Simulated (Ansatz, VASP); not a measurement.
# Two plane-wave programs on C

INCAR

```
ALGO = Normal
EDIFF = 1E-7
ENCUT = 520
GGA = CA
ISIF = 2
ISMEAR = 0
LASPH = T
LCHARG = T
LELF = T
LREAL = F
LVHAR = T
LWAVE = F
NBANDS = 11
NELM = 80
PREC = Accurate
SIGMA = 0.05
```

KPOINTS

```
k-points
0
Gamma
  12 12 12
```

Contents of POSCAR:

```
C
1.0
    0.0000000000      1.6677978942      1.8367458209
    1.6677978942      0.0000000000      1.8367458209
    1.6677978942      1.6677978942      0.0000000000
C
2
Direct
    0.5000000000      0.5000000000      0.5000000000
    0.7500000000      0.7500000000      0.7500000000
```

Input for Ansatz:

```yaml
crystal:
  lattice:
    - [0.0, 1.6677978942, 1.8367458209]
    - [1.6677978942, 0.0, 1.8367458209]
    - [1.6677978942, 1.6677978942, 0.0]
  atoms:
    - { symbol: C, position: [0.5, 0.5, 0.5] }
    - { symbol: C, position: [0.75, 0.75, 0.75] }
basis:
  ecutwfc: 520.0
kpoints:
  mp_grid: { grid: [12, 12, 12] }
hamiltonian:
  xc: lda
  pseudopotentials: { kind: paw, azcp: { folder: soft_1 } }
scf:
  occupations: { method: gaussian, width: 0.05 }
output:
  forces: true
  stress: true
  eigenvalues: true
```

Alike in both runs: task single point; functional LDA; k mesh 12 × 12 × 12; occupations gaussian, width 0.05 eV; no spin polarisation.

|  | VASP | Ansatz |
| --- | --- | --- |
| version | VASP 6.6.1 | Ansatz 0.2.0 |
| potentials or method | VASP PAW LDA potentials, release 64 (C) | scalar-relativistic, plane waves, PAW |
| plane-wave cutoff (eV) | 520 | 520 |
| valence electrons in the cell | 8 | 8 |

```csv
,VASP,Ansatz,Ansatz less VASP
gap on the k mesh at the Fermi level (eV),3.10,3.11,+0.013
least direct gap on the mesh (eV),4.95,4.94,-0.003
```

Ansatz warned: «pseudo_functional_mismatch».
